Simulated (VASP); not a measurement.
# In2O3 (R-3c) in VASP: notebook

Runs on In2O3. Level: LDA. Tasks: single point.

All numbers are computed with VASP 6.6.1; they aren't measurements. Logs are shortened: lines on timing, memory, paths and dates and some standing lists are left out, and cuts for length are marked.

**1. The structure**

The structure is trigonal, space group R-3c (No. 167). The conventional cell has a = 5.487 Å, b = 5.487 Å, c = 14.510 Å, α = 90.00°, β = 90.00°, γ = 120.00°. Around In (site symmetry 3) lie 6 O at 2.12 to 2.26 Å. O (site symmetry 2) has 4 In at 2.12 to 2.26 Å as nearest neighbours.

**2. Single point, LDA**

INCAR

```
SYSTEM = In2O3
  PREC = Accurate
  ENCUT = 550
  EDIFF = 1E-7
  ISMEAR = 0
  SIGMA = 0.05
  LREAL = Auto
  LASPH = .True.
  NELM = 100
  ALGO = Normal
  ISIF = 2
  LWAVE = .False.
  LCHARG = .False.
  GGA = CA
  ADDGRID = .False.
```

KPOINTS

```
regular mesh
0
Gamma
  6 6 6
  0 0 0
```

POSCAR

```
In2O3
1.0
    2.7435000000      1.5839604635      4.8366666667
   -2.7435000000      1.5839604635      4.8366666667
    0.0000000000     -3.1679209270      4.8366666667
In O
4 6
Direct
    0.8573100000      0.8573100000      0.8573100000
    0.6426900000      0.6426900000      0.6426900000
    0.1426900000      0.1426900000      0.1426900000
    0.3573100000      0.3573100000      0.3573100000
    0.0480000000      0.7500000000      0.4520000000
    0.7500000000      0.4520000000      0.0480000000
    0.4520000000      0.0480000000      0.7500000000
    0.9520000000      0.2500000000      0.5480000000
    0.2500000000      0.5480000000      0.9520000000
    0.5480000000      0.9520000000      0.2500000000
```

Potentials or basis: VASP PAW LDA potentials, release 64 (In_d, O).

Command:

```bash
$ cat potpaw_LDA.64/In_d/POTCAR potpaw_LDA.64/O/POTCAR > POTCAR
$ mpirun -np 1 vasp_std > vasp.out
```

OUTCAR:

```text
SYSTEM = In2O3
   PREC = Accurate
   ENCUT = 550
   EDIFF = 1E-7
   ISMEAR = 0
   LREAL = Auto
   LASPH = .True.
   NELM = 100
   ISIF = 2
   GGA = CA

 Found     32 irreducible k-points:

 Following reciprocal coordinates:
            Coordinates               Weight
  0.000000  0.000000  0.000000      1.000000
  0.166667 -0.000000  0.000000      6.000000
  0.333333 -0.000000  0.000000      6.000000
  0.500000 -0.000000  0.000000      3.000000
  0.166667  0.166667  0.000000      6.000000
  0.333333  0.166667 -0.000000     12.000000
   k-points           NKPTS =     32   k-points in BZ     NKDIM =     32   number of bands    NBANDS=     52
   number of dos      NEDOS =    301   number of ions     NIONS =     10
   total plane-waves  NPLWV = 110592
   dimension x,y,z NGX =    48 NGY =   48 NGZ =   48
   dimension x,y,z NGXF=    96 NGYF=   96 NGZF=   96
   ions per type =               4   6
   NGX,Y,Z   is equivalent  to a cutoff of  13.80, 13.80, 13.80 a.u.
   NGXF,Y,Z  is equivalent  to a cutoff of  27.60, 27.60, 27.60 a.u.
 SYSTEM =  In2O3
   PREC   = accura    normal or accurate (medium, high low for compatibility)
   ISTART =      0    job   : 0-new  1-cont  2-samecut
   ICHARG =      2    charge: 1-file 2-atom 10-const
   ISPIN  =      1    spin polarized calculation?
   LNONCOLLINEAR =      F non collinear calculations
   LSORBIT =      F    spin-orbit coupling
   LASPH  =      T    aspherical Exc in radial PAW
   ENCUT  =  550.0 eV  40.42 Ry    6.36 a.u.  11.06 11.06 11.06*2*pi/ulx,y,z
   NELM   =    100;   NELMIN=  2; NELMDL= -5     # of ELM steps
   EDIFF  = 0.1E-06   stopping-criterion for ELM
   LREAL  =      T    real-space projection
   EDIFFG = 0.1E-05   stopping-criterion for IOM
   NSW    =      0    number of steps for IOM
   IBRION =     -1    ionic relax: 0-MD 1-quasi-New 2-CG
   NFREE  =      0    steps in history (QN), initial steepest desc. (CG)
   ISIF   =      2    stress and relaxation
   ISYM   =      2    0-nonsym 1-usesym 2-fastsym
   POTIM  = 0.5000    time-step for ionic-motion
   TEBEG  =    0.0;   TEEND  =   0.0 temperature during run
   PSTRESS=    0.0 pullay stress
   NELECT =      88.0000    total number of electrons
   NUPDOWN=      -1.0000    fix difference up-down
   EMIN   =  10.00;   EMAX   =-10.00  energy-range for DOS
   EFERMI =   0.00;   METHOD = LEGACY
   ISMEAR =     0;   SIGMA  =   0.05  broadening in eV -4-tet -1-fermi 0-gaus
   EFERMI_NEDOS =   21; number of points for ismear=-14 and -15
   IALGO  =     38    algorithm
   IMIX   =      4    mixing-type and parameters
     AMIX     =   0.40;   BMIX     =  1.00
     AMIX_MAG =   1.60;   BMIX_MAG =  1.00
  volume/ion in A,a.u.               =      12.61        85.10
  Fermi-wavevector in a.u.,A,eV,Ry     =   1.452068  2.744010 28.687886  2.108500
  Thomas-Fermi vector in A             =   2.569492
   LORBIT       =      0    0 simple, 1 ext, 2 COOP (PROOUT), +10 PAW based schemes
   GGA     = CA    functional components
   LHFCALC =     F    Hartree Fock is set to
   AEXX    =    0.0000 exact exchange contribution
   IVDW    =     0    specifies the selected vdW correction
   LEPSILON=     F    determine dielectric tensor
   LRPA    =     F    only Hartree local field effects (RPA)
 non-spin polarized calculation
 Gauss-broadening in eV      SIGMA  =   0.05
  energy-cutoff  :      550.00
  volume of cell :      126.11
 maximum number of plane-waves:      3738
 NGX is ok and might be reduce to    48
   NGX = 23   NGY = 23   NGZ = 23

 number of electron      88.0000008 magnetization

 Free energy of the ion-electron system (eV)
  ---------------------------------------------------
  ext. energy  EPLUGINS =         0.00000000
  ---------------------------------------------------
  free energy    TOTEN  =       -63.64454925 eV

  energy without entropy =      -63.64454925  energy(sigma->0) =      -63.64454925

 E-fermi :   5.5646     XC(G=0): -11.7571

 val. band max:        5.3030830874   @ k =   0.3333  -0.0000   0.0000
 cond. band min:       6.5036268492   @ k =   0.0000   0.0000   0.0000
 fundamental gap:      1.2005437618
 Fermi energy:         5.5645761979

 k-point     1 :       0.0000    0.0000    0.0000
  band No.  band energies     occupation
      1     -12.1175      2.00000
      2     -11.1966      2.00000
      3     -11.1966      2.00000
      4     -10.9532      2.00000
      5     -10.9532      2.00000
      6     -10.8470      2.00000
[... 44 lines left out ...]
     51      14.3426      0.00000
     52      14.6049      0.00000

 k-point     2 :       0.1667   -0.0000    0.0000
  band No.  band energies     occupation
      1     -12.0359      2.00000
      2     -11.1862      2.00000
      3     -11.1802      2.00000
      4     -11.0214      2.00000
      5     -10.9716      2.00000
      6     -10.8820      2.00000
[... 44 lines left out ...]
     51      14.6795      0.00000
     52      14.7630      0.00000

 k-point     3 :       0.3333   -0.0000    0.0000
  band No.  band energies     occupation
      1     -11.8142      2.00000
      2     -11.2289      2.00000
      3     -11.1466      2.00000
      4     -11.1314      2.00000
      5     -11.0215      2.00000
      6     -10.9598      2.00000
[... 44 lines left out ...]
     51      14.4531      0.00000
     52      15.1520      0.00000

 k-point     4 :       0.5000   -0.0000    0.0000
  band No.  band energies     occupation
      1     -11.5162      2.00000
      2     -11.5162      2.00000
      3     -11.0939      2.00000
      4     -11.0939      2.00000
      5     -11.0472      2.00000
      6     -11.0472      2.00000
[... 44 lines left out ...]
     51      14.2967      0.00000
     52      14.2967      0.00000

 k-point     5 :       0.1667    0.1667    0.0000
  band No.  band energies     occupation
      1     -12.0149      2.00000
      2     -11.2160      2.00000
      3     -11.1514      2.00000
      4     -11.0439      2.00000
      5     -10.9377      2.00000
      6     -10.9137      2.00000
[... 44 lines left out ...]
     51      14.3038      0.00000
     52      15.0446      0.00000

 k-point     6 :       0.3333    0.1667   -0.0000
  band No.  band energies     occupation
      1     -11.8541      2.00000
      2     -11.2470      2.00000
      3     -11.1307      2.00000
      4     -11.1063      2.00000
      5     -11.0228      2.00000
      6     -10.9233      2.00000
[... 44 lines left out ...]
     51      14.2183      0.00000
     52      15.2694      0.00000

 [... further k-points ...]

------------------------ aborting loop because EDIFF is reached ----------------------------------------

  FORCE on cell =-STRESS in cart. coord.  units (eV):
  Direction    XX          YY          ZZ          XY          YZ          ZX
  --------------------------------------------------------------------------------------
  -------------------------------------------------------------------------------------
  Total       -1.8713082     -1.8713082     -2.2696210     -0.0000000      0.0000000      0.0000000
  in kB      -23.7743802    -23.7743802    -28.8348176     -0.0000000      0.0000000      0.0000000
  external PRESSURE =     -25.4611927 kB  Pullay stress =       0.0000000 kB

 VOLUME and BASIS-vectors are now :
 -----------------------------------------------------------------------------
  energy-cutoff  :      550.00
  volume of cell :      126.11
      direct lattice vectors                 reciprocal lattice vectors
     2.743500000  1.583960463  4.836666667     0.182248952  0.105221482  0.068917988
    -2.743500000  1.583960463  4.836666667    -0.182248952  0.105221482  0.068917988
     0.000000000 -3.167920927  4.836666667     0.000000000 -0.210442963  0.068917988

 POSITION                                       TOTAL-FORCE (eV/Angst)
 -----------------------------------------------------------------------------------
      0.00000      0.00000     12.43957         0.000000     -0.000000     -0.097774
      0.00000      0.00000      9.32543         0.000000     -0.000000      0.097774
      0.00000      0.00000      2.07043         0.000000      0.000000      0.097774
      0.00000      0.00000      5.18457         0.000000     -0.000000     -0.097774
     -1.92594     -0.16790      6.04583        -0.086528     -0.149871      0.000000
      0.81756      1.75186      6.04583        -0.086528      0.149871      0.000000
      1.10837     -1.58396      6.04583         0.173056      0.000000      0.000000
      1.92594      0.16790      8.46417         0.086528      0.149871      0.000000
     -0.81756     -1.75186      8.46417         0.086528     -0.149871      0.000000
     -1.10837      1.58396      8.46417        -0.173056      0.000000      0.000000
 -----------------------------------------------------------------------------------
    total drift:                                0.000000     -0.000000      0.000000

  FREE ENERGIE OF THE ION-ELECTRON SYSTEM (eV)
  ---------------------------------------------------
  free  energy   TOTEN  =       -63.6445492521 eV

  energy  without entropy=      -63.6445492521  energy(sigma->0) =      -63.64454925
```

Wall time 4.4 min (1 thread of Intel Xeon 6975P-C (Granite Rapids), shared host); peak memory 0.34 GiB.

The run converged, but some of its settings lie outside the range that counts as converged, so its numbers aren't taken as properties of the crystal.

What came out:

```
Free energy            : -63.6445 eV
Pressure               : -2.5 GPa
Largest force          : 0.173 eV/Å
Band gap on the k mesh : 1.20 eV, indirect (least direct gap 1.25 eV)
```

Caveat: spin-orbit coupling is left out, which moves the levels of the heavy elements.

**3. Single point, LDA**

Changes to INCAR since step 2:

```diff
@@ -2,3 +2,3 @@
   PREC = Accurate
-  ENCUT = 550
+  ENCUT = 450
   EDIFF = 1E-7
@@ -6,3 +6,3 @@
   SIGMA = 0.05
-  LREAL = Auto
+  LREAL = .False.
   LASPH = .True.
```

KPOINTS

```
regular mesh
0
Gamma
  7 7 7
  0 0 0
```

POSCAR is that of step 2.

Potentials or basis: VASP PAW LDA potentials, release 64 (In_d, O).

Command:

```bash
$ cat potpaw_LDA.64/In_d/POTCAR potpaw_LDA.64/O/POTCAR > POTCAR
$ mpirun -np 1 vasp_std > vasp.out
```

It took 2 min on 1 thread of Intel Xeon 6975P-C (Granite Rapids), shared host; peak memory 0.3 GiB.

The run converged, but some of its settings lie outside the range that counts as converged, so its numbers aren't taken as properties of the crystal.

What came out:

* Free energy: -63.6719 eV
* Largest force: 0.176 eV/Å
* Band gap on the k mesh: 1.20 eV, indirect (least direct gap 1.25 eV)

Caveat: the cutoff is under 1.25 times the usual one of these potentials, so pressure, stress and relaxed cells hold a basis-set (Pulay) error; spin-orbit coupling is left out, which moves the levels of the heavy elements; an odd mesh through Γ misses points on the zone boundary, where band edges often lie.
